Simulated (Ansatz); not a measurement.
Crystal: Hg.

```
CELL_PARAMETERS angstrom
-1.87674 1.87674 1.91684
1.87674 -1.87674 1.91684
1.87674 1.87674 -1.91684
ATOMIC_POSITIONS crystal
Hg 0.50000 0.50000 0.00000
```

Base run:

| Quantity | Value |
| --- | --- |
| Program | Ansatz 0.2.0 |
| Functional | r2SCAN |
| Potentials or basis | Ansatz PAW |
| Cutoff | 500 eV |
| Density cutoff | 2000 eV |
| k mesh | 10 × 10 × 10 |
| Occupations | fermi-dirac, width 0.05 eV |
| Spin | no spin polarisation |

Its results: band gap on the k mesh none (metal or under the smearing width); pressure 0.2 GPa.

Task: After a change of settings the same cell gave: band gap on the k mesh none (metal or under the smearing width); pressure -0.7 GPa. Which change was it?
A. spin from no spin polarisation to spin-orbit coupling, no magnetisation; potential files from those of the base run to others of the same set
B. functional from r2SCAN to PBEsol; cutoff from 500 eV to 420 eV; density cutoff from 2000 eV to 1680 eV; occupations from fermi-dirac, width 0.05 eV to gaussian, width 0.1 eV
C. functional from r2SCAN to LDA; cutoff from 500 eV to 420 eV; density cutoff from 2000 eV to 1680 eV; occupations from fermi-dirac, width 0.05 eV to gaussian, width 0.02 eV

Result: A.

Caveats: the PAW data sets come from PBE, with cores solved anew for the run's functional, which leaves a small shift of forces and pressure.

Not every run made on this cell is shown here.
